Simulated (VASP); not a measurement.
# CoO in VASP: notebook, part 2 of 2

VASP 6.6.1.

## (3) Single point, PBEsol, collinear spin, ferromagnetic start

This run uses another cell than the first one, of 17.08 Å³/atom, 1.363 times its volume.

The input, INCAR:

```
SYSTEM = CoO
  PREC = Accurate
  ENCUT = 340
  EDIFF = 1E-7
  ISMEAR = 1
  SIGMA = 0.1
  LREAL = .False.
  LASPH = .True.
  NELM = 120
  ALGO = Normal
  ISIF = 2
  LWAVE = .False.
  LCHARG = .False.
  ISPIN = 2
  MAGMOM = 2 2 2 2 2 2 0 0 0 0 0 0
  LORBIT = 11
  LMAXMIX = 4
  LDIPOL = .True.
  IDIPOL = 3
  DIPOL = 0.5 0.5 0.500
  GGA = PS
  NBANDS = 65
  LVHAR = .True.
  LVACPOTAV = .True.
```

The input, KPOINTS:

```
Automatic mesh
0
Gamma
  9 9 1
  0 0 0
```

The input, POSCAR:

```
CoO
1.0
    3.0160003058      0.0000000000      0.0000000000
    0.0000000000      3.0160003058      0.0000000000
    0.0000000000      0.0000000000     22.5362497745
Co O
6 6
Direct
    0.5000000000      0.5000000000      0.2662377308
    0.0000000000      0.0000000000      0.3597426385
    0.5000000000      0.5000000000      0.4532475462
    0.0000000000      0.0000000000      0.5467524538
    0.5000000000      0.5000000000      0.6402573615
    0.0000000000      0.0000000000      0.7337622692
    0.0000000000      0.0000000000      0.2662377308
    0.5000000000      0.5000000000      0.3597426385
    0.0000000000      0.0000000000      0.4532475462
    0.5000000000      0.5000000000      0.5467524538
    0.0000000000      0.0000000000      0.6402573615
    0.5000000000      0.5000000000      0.7337622692
```

Potentials or basis: VASP PAW PBE potentials, release 64 (Co, O).

Command:

```console
> cat potpaw_PBE.64/Co/POTCAR potpaw_PBE.64/O/POTCAR > POTCAR
> mpirun -np 1 vasp_std > vasp.out
```

OUTCAR:

```text
SYSTEM = CoO
   PREC = Accurate
   ENCUT = 340
   EDIFF = 1E-7
   ISMEAR = 1
   LREAL = .False.
   LASPH = .True.
   NELM = 120
   ISIF = 2
   ISPIN = 2
   LORBIT = 11
   GGA = PS

 Found     15 irreducible k-points:

 Following reciprocal coordinates:
            Coordinates               Weight
  0.000000  0.000000  0.000000      1.000000
  0.111111  0.000000  0.000000      4.000000
  0.222222  0.000000  0.000000      4.000000
  0.333333  0.000000  0.000000      4.000000
  0.444444  0.000000  0.000000      4.000000
  0.111111  0.111111  0.000000      4.000000
   k-points           NKPTS =     15   k-points in BZ     NKDIM =     15   number of bands    NBANDS=     65
   number of dos      NEDOS =    301   number of ions     NIONS =     12
   total plane-waves  NPLWV =  45360
   dimension x,y,z NGX =    18 NGY =   18 NGZ =  140
   dimension x,y,z NGXF=    36 NGYF=   36 NGZF=  280
   ions per type =               6   6
   NGX,Y,Z   is equivalent  to a cutoff of   9.92,  9.92, 10.33 a.u.
   NGXF,Y,Z  is equivalent  to a cutoff of  19.84, 19.84, 20.66 a.u.
 SYSTEM =  CoO
   PREC   = accura    normal or accurate (medium, high low for compatibility)
   ISTART =      0    job   : 0-new  1-cont  2-samecut
   ICHARG =      2    charge: 1-file 2-atom 10-const
   ISPIN  =      2    spin polarized calculation?
   LNONCOLLINEAR =      F non collinear calculations
   LSORBIT =      F    spin-orbit coupling
   LASPH  =      T    aspherical Exc in radial PAW
   ENCUT  =  340.0 eV  24.99 Ry    5.00 a.u.   4.53  4.53 33.88*2*pi/ulx,y,z
   NELM   =    120;   NELMIN=  2; NELMDL= -5     # of ELM steps
   EDIFF  = 0.1E-06   stopping-criterion for ELM
   LREAL  =      F    real-space projection
   EDIFFG = 0.1E-05   stopping-criterion for IOM
   NSW    =      0    number of steps for IOM
   IBRION =     -1    ionic relax: 0-MD 1-quasi-New 2-CG
   NFREE  =      0    steps in history (QN), initial steepest desc. (CG)
   ISIF   =      2    stress and relaxation
   ISYM   =      2    0-nonsym 1-usesym 2-fastsym
   POTIM  = 0.5000    time-step for ionic-motion
   TEBEG  =    0.0;   TEEND  =   0.0 temperature during run
   PSTRESS=    0.0 pullay stress
   NELECT =      90.0000    total number of electrons
   NUPDOWN=      -1.0000    fix difference up-down
   EMIN   =  10.00;   EMAX   =-10.00  energy-range for DOS
   EFERMI =   0.00;   METHOD = LEGACY
   ISMEAR =     1;   SIGMA  =   0.10  broadening in eV -4-tet -1-fermi 0-gaus
   EFERMI_NEDOS =   21; number of points for ismear=-14 and -15
   IALGO  =     38    algorithm
   IMIX   =      4    mixing-type and parameters
     AMIX     =   0.40;   BMIX     =  1.00
     AMIX_MAG =   1.60;   BMIX_MAG =  1.00
  volume/ion in A,a.u.               =      17.08       115.28
  Fermi-wavevector in a.u.,A,eV,Ry     =   1.244250  2.351291 21.063958  1.548157
  Thomas-Fermi vector in A             =   2.378525
   LORBIT       =     11    0 simple, 1 ext, 2 COOP (PROOUT), +10 PAW based schemes
   GGA     = PS    functional components
   LHFCALC =     F    Hartree Fock is set to
   AEXX    =    0.0000 exact exchange contribution
   IVDW    =     0    specifies the selected vdW correction
   LEPSILON=     F    determine dielectric tensor
   LRPA    =     F    only Hartree local field effects (RPA)
 spin polarized calculation
 Methfessel and Paxton  Order N= 1 SIGMA  =   0.10
  energy-cutoff  :      340.00
  volume of cell :      205.00
 maximum number of plane-waves:      2983
 NGX is ok and might be reduce to    18
   NGX =  9   NGY =  9   NGZ = 67

 dipolmoment           0.000000      0.000000     -0.000000 electrons x Angstroem

 number of electron      89.9999956 magnetization      17.8099673

 dipolmoment           0.000000      0.000000      0.000000 electrons x Angstroem

 Free energy of the ion-electron system (eV)
  ---------------------------------------------------
  ext. energy  EPLUGINS =         0.00000000
  ---------------------------------------------------
  free energy    TOTEN  =       -82.97546004 eV

  energy without entropy =      -82.98569892  energy(sigma->0) =      -82.97887300

 E-fermi :   2.6625     XC(G=0):  -7.8092

 val. band max:        2.6611702518   @ k =   0.4444   0.1111   0.0000
 cond. band min:       2.6681694396   @ k =   0.2222   0.1111   0.0000
 fundamental gap:      0.0069991878
 Fermi energy:         2.6625132514

 spin component 1

 k-point     1 :       0.0000    0.0000    0.0000
  band No.  band energies     occupation
      1     -17.5798      1.00000
      2     -17.2891      1.00000
      3     -16.9163      1.00000
      4     -16.5693      1.00000
      5     -16.2357      1.00000
      6     -16.2160      1.00000
[... 49 lines left out ...]
     56       3.7439     -0.00000
     57       4.8831      0.00000

 k-point     2 :       0.1111    0.0000    0.0000
  band No.  band energies     occupation
      1     -17.4950      1.00000
      2     -17.2129      1.00000
      3     -16.8521      1.00000
      4     -16.5256      1.00000
      5     -16.1913      1.00000
      6     -16.1792      1.00000
[... 234 lines left out ...]
      1     -17.4188      1.00000
      2     -17.1419      1.00000
      3     -16.7937      1.00000
      4     -16.4879      1.00000
      5     -16.1520      1.00000
      6     -16.1441      1.00000
[... 49 lines left out ...]
     56       4.5705     -0.00000
     57       5.4078      0.00000

 [... further k-points ...]

 spin component 2

 k-point     1 :       0.0000    0.0000    0.0000
  band No.  band energies     occupation
      1     -17.0014      1.00000
      2     -16.7027      1.00000
      3     -16.3292      1.00000
      4     -15.9702      1.00000
      5     -15.6695      1.00000
      6     -15.6256      1.00000
[... 49 lines left out ...]
     56       4.3675     -0.00000
     57       5.5122      0.00000

 k-point     2 :       0.1111    0.0000    0.0000
  band No.  band energies     occupation
      1     -16.9139      1.00000
      2     -16.6236      1.00000
      3     -16.2615      1.00000
      4     -15.9212      1.00000
      5     -15.6275      1.00000
      6     -15.5949      1.00000
[... 234 lines left out ...]
      1     -16.8346      1.00000
      2     -16.5494      1.00000
      3     -16.1991      1.00000
      4     -15.8782      1.00000
      5     -15.5903      1.00000
      6     -15.5653      1.00000
[... 49 lines left out ...]
     56       5.2608      0.00000
     57       6.0006      0.00000

 [... further k-points ...]

 [bands above 57 left out]

------------------------ aborting loop because EDIFF is reached ----------------------------------------

  FORCE on cell =-STRESS in cart. coord.  units (eV):
  Direction    XX          YY          ZZ          XY          YZ          ZX
  --------------------------------------------------------------------------------------
  -------------------------------------------------------------------------------------
  Total      -26.1018645    -26.1018645    -20.2167450      0.0000000      0.0000000      0.0000000
  in kB     -204.0035398   -204.0035398   -158.0073922      0.0000000      0.0000000      0.0000000
  external PRESSURE =    -188.6714906 kB  Pullay stress =       0.0000000 kB

 VOLUME and BASIS-vectors are now :
 -----------------------------------------------------------------------------
  energy-cutoff  :      340.00
  volume of cell :      205.00
      direct lattice vectors                 reciprocal lattice vectors
     3.016000306  0.000000000  0.000000000     0.331564953  0.000000000  0.000000000
     0.000000000  3.016000306  0.000000000     0.000000000  0.331564953  0.000000000
     0.000000000  0.000000000 22.536249774     0.000000000  0.000000000  0.044372955

 POSITION                                       TOTAL-FORCE (eV/Angst)
 -----------------------------------------------------------------------------------
      1.50800      1.50800      6.00000         0.000000      0.000000      0.766518
      0.00000      0.00000      8.10725        -0.000000      0.000000     -0.252748
      1.50800      1.50800     10.21450        -0.000000      0.000000      0.035474
      0.00000      0.00000     12.32175        -0.000000     -0.000000     -0.035474
      1.50800      1.50800     14.42900        -0.000000     -0.000000      0.252748
      0.00000      0.00000     16.53625        -0.000000     -0.000000     -0.766518
      0.00000      0.00000      6.00000        -0.000000      0.000000      0.006129
      1.50800      1.50800      8.10725         0.000000      0.000000     -0.086927
      0.00000      0.00000     10.21450        -0.000000      0.000000      0.068277
      1.50800      1.50800     12.32175        -0.000000      0.000000     -0.068277
      0.00000      0.00000     14.42900        -0.000000      0.000000      0.086927
      1.50800      1.50800     16.53625        -0.000000      0.000000     -0.006129
 -----------------------------------------------------------------------------------
    total drift:                                0.000000      0.000000      0.000000

  FREE ENERGIE OF THE ION-ELECTRON SYSTEM (eV)
  ---------------------------------------------------
  free  energy   TOTEN  =       -82.9754600426 eV

  energy  without entropy=      -82.9856989158  energy(sigma->0) =      -82.97887300

 vacuum level on the upper side and lower side of the slab         6.663         6.663

 total charge

# of ion       s       p       d       tot
------------------------------------------
    1        0.285   0.312   7.118   7.715
    2        0.305   0.370   7.118   7.793
    3        0.301   0.366   7.130   7.797
    4        0.301   0.366   7.130   7.797
    5        0.305   0.370   7.118   7.793
    6        0.285   0.312   7.118   7.715
    7        1.612   3.402   0.000   5.015
    8        1.612   3.448   0.000   5.059
    9        1.612   3.449   0.000   5.061
   10        1.612   3.449   0.000   5.061
   11        1.612   3.448   0.000   5.059
   12        1.612   3.402   0.000   5.015
--------------------------------------------------
tot         11.452  22.695  42.733  76.880

 magnetization (x)

# of ion       s       p       d       tot
------------------------------------------
    1        0.027   0.023   2.449   2.499
    2        0.019   0.015   2.586   2.620
    3        0.021   0.018   2.572   2.611
    4        0.021   0.018   2.572   2.611
    5        0.019   0.015   2.586   2.620
    6        0.027   0.023   2.449   2.499
    7        0.023   0.258   0.000   0.281
    8        0.032   0.325   0.000   0.356
    9        0.031   0.313   0.000   0.343
   10        0.031   0.313   0.000   0.343
   11        0.032   0.325   0.000   0.356
   12        0.023   0.258   0.000   0.281
--------------------------------------------------
tot          0.305   1.902  15.215  17.422
```

It took 6.4 min on 1 thread of Intel Xeon 6975P-C (Granite Rapids), shared host; peak memory 0.33 GiB.

The run converged, but a check on its numbers failed (symmetry, net force, bounds or a known fault of this set-up), so they aren't taken as properties of the slab.

Caveat: the cutoff lies under the usual one of these potentials, so the numbers hold a large basis-set error; the PAW data sets were made with another functional, which shifts forces and pressure a little; semilocal functionals often make such compounds metallic where correlation or magnetic order opens a gap, which also shifts bond lengths.

## (4) Single point, PBEsol, collinear spin, ferromagnetic start

This run uses another cell than the first one, of 17.08 Å³/atom, 1.363 times its volume.

INCAR, as its differences from that of step 3:

```diff
@@ -2,3 +2,3 @@
   PREC = Accurate
-  ENCUT = 340
+  ENCUT = 400
   EDIFF = 1E-7
```

KPOINTS is that of step 3.

POSCAR is that of step 3.

Potentials or basis: VASP PAW PBE potentials, release 64 (Co, O).

Command:

```console
> cat potpaw_PBE.64/Co/POTCAR potpaw_PBE.64/O/POTCAR > POTCAR
> mpirun -np 1 vasp_std > vasp.out
```

OUTCAR:

```text
SYSTEM = CoO
   PREC = Accurate
   ENCUT = 400
   EDIFF = 1E-7
   ISMEAR = 1
   LREAL = .False.
   LASPH = .True.
   NELM = 120
   ISIF = 2
   ISPIN = 2
   LORBIT = 11
   GGA = PS

 Found     15 irreducible k-points:

 Following reciprocal coordinates:
            Coordinates               Weight
  0.000000  0.000000  0.000000      1.000000
  0.111111  0.000000  0.000000      4.000000
  0.222222  0.000000  0.000000      4.000000
  0.333333  0.000000  0.000000      4.000000
  0.444444  0.000000  0.000000      4.000000
  0.111111  0.111111  0.000000      4.000000
   k-points           NKPTS =     15   k-points in BZ     NKDIM =     15   number of bands    NBANDS=     65
   number of dos      NEDOS =    301   number of ions     NIONS =     12
   total plane-waves  NPLWV =  60000
   dimension x,y,z NGX =    20 NGY =   20 NGZ =  150
   dimension x,y,z NGXF=    40 NGYF=   40 NGZF=  300
   ions per type =               6   6
[... 837 lines left out ...]
    total drift:                               -0.000000      0.000000     -0.000000

  FREE ENERGIE OF THE ION-ELECTRON SYSTEM (eV)
  ---------------------------------------------------
  free  energy   TOTEN  =       -82.7242060859 eV

  energy  without entropy=      -82.7346481640  energy(sigma->0) =      -82.72768678

 vacuum level on the upper side and lower side of the slab         6.662         6.662

 total charge

# of ion       s       p       d       tot
------------------------------------------
    1        0.284   0.313   7.129   7.726
    2        0.304   0.372   7.129   7.805
    3        0.300   0.368   7.141   7.808
    4        0.300   0.368   7.141   7.808
    5        0.304   0.372   7.129   7.805
    6        0.284   0.313   7.129   7.726
    7        1.576   3.372   0.000   4.949
    8        1.576   3.418   0.000   4.994
    9        1.576   3.420   0.000   4.995
   10        1.576   3.420   0.000   4.995
   11        1.576   3.418   0.000   4.994
   12        1.576   3.372   0.000   4.949
--------------------------------------------------
tot         11.232  22.525  42.797  76.554

 magnetization (x)

# of ion       s       p       d       tot
------------------------------------------
    1        0.027   0.023   2.447   2.496
    2        0.019   0.015   2.582   2.617
    3        0.021   0.018   2.568   2.607
    4        0.021   0.018   2.568   2.607
    5        0.019   0.015   2.582   2.617
    6        0.027   0.023   2.447   2.496
    7        0.023   0.259   0.000   0.282
    8        0.031   0.325   0.000   0.357
    9        0.030   0.313   0.000   0.343
   10        0.030   0.313   0.000   0.343
   11        0.031   0.325   0.000   0.357
   12        0.023   0.259   0.000   0.282
--------------------------------------------------
tot          0.301   1.907  15.196  17.404
```

OSZICAR:

```text
N       E                     dE             d eps       ncg     rms          rms(c)
DAV:   1     0.888004396874E+03    0.88800E+03   -0.34192E+04  3916   0.125E+03
DAV:   2     0.738549322320E+02   -0.81415E+03   -0.73914E+03  4134   0.348E+02
DAV:   3    -0.876162719479E+02   -0.16147E+03   -0.15035E+03  4525   0.171E+02
[... 39 lines left out ...]
DAV:  43    -0.827242019353E+02   -0.19677E-05   -0.24403E-07  3211   0.250E-03    0.988E-04
DAV:  44    -0.827242042021E+02   -0.22667E-05   -0.87852E-08  2904   0.156E-03    0.101E-03
DAV:  45    -0.827242055730E+02   -0.13709E-05   -0.29972E-08  2836   0.110E-03    0.116E-03
DAV:  46    -0.827242059536E+02   -0.38060E-06   -0.85955E-09  2795   0.537E-04    0.122E-03
DAV:  47    -0.827242060615E+02   -0.10793E-06   -0.33570E-09  2743   0.466E-04    0.899E-04
DAV:  48    -0.827242060859E+02   -0.24443E-07   -0.12532E-09  2716   0.216E-04
   1 F= -.82724206E+02 E0= -.82727687E+02  d E =0.104421E-01  mag=    17.8070
```

stdout:

```text
POSCAR found type information on POSCAR CoO
 POSCAR found :  2 types and      12 ions
 scaLAPACK will be used
 -----------------------------------------------------------------------------
|                                                                             |
[... 23 lines left out ...]
|     field-free region was found. Please increase the size of  your cell     |
|     in the dimension of the dipole correction to obtain accurate            |
|     workfunction values.                                                    |
|                                                                             |
 -----------------------------------------------------------------------------
```

Wall time 7.7 min (1 thread of Intel Xeon 6975P-C (Granite Rapids), shared host); peak memory 0.4 GiB.

The run converged, but some of its settings lie outside the range that counts as converged, so its numbers aren't taken as properties of the slab.

What came out:

- Free energy: -82.7242 eV
- Largest force: 0.758 eV/Å
- Band gap on the k mesh: none (metal or under the smearing width)
- Net moment: 17.81 μB per cell
- Site moments: Co +2.50, +2.62, +2.61; O +0.28, +0.36, +0.34 μB
- Valence electrons inside the program's atomic spheres: Co 7.73, 7.80, 7.81; O 4.95, 4.99, 5.00
- Work function of the upper face: 4.00 eV
- Work function of the lower face: 4.00 eV

Caveat: the cutoff is under 1.25 times the usual one of these potentials, so pressure, stress and relaxed cells hold a basis-set (Pulay) error; the PAW data sets were made with another functional, which shifts forces and pressure a little; semilocal functionals often make such compounds metallic where correlation or magnetic order opens a gap, which also shifts bond lengths.
